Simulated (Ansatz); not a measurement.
A run of Ansatz 0.2.0 is set up as follows.

input.yaml

```yaml
crystal:
  lattice:
    - [0.0, 2.2535006075, 2.2535006075]
    - [2.2535006075, 0.0, 2.2535006075]
    - [2.2535006075, 2.2535006075, 0.0]
  atoms:
    - { symbol: Ga, position: [0.006426, -0.001686, -0.00531] }
    - { symbol: "N", position: [0.242501, 0.248197, 0.256623] }
kpoints:
  mp_grid: { grid: [10, 10, 10] }
scf:
  occupations: { method: fermi_dirac, width: 0.05 }
hamiltonian:
  xc: pbe
  pseudopotentials: { kind: all_electron, lapw: { basis_error: 0.001 } }
output:
  forces: true
  stress: true
  eigenvalues: true
  populations: true
```

Potentials or basis: all-electron LAPW, scalar-relativistic.

Launch:

```bash
$ ansatz run input.yaml --threads 1 --pin off --max-ram 3072MiB --backend cpu --events-out ev --progress --plain --runs-dir out
```

Q: Predict the Loewdin charges.

A: Ga +0.79; N -0.76 e.

Q: Predict the pressure.

A: 5.1 GPa.

Q: Predict the band gap on the k mesh.

A: 1.65 eV, direct.

Forces on the atoms (eV/Å):
```
Ga   0.323 -0.010 -0.386
N   -0.323  0.010  0.386
```
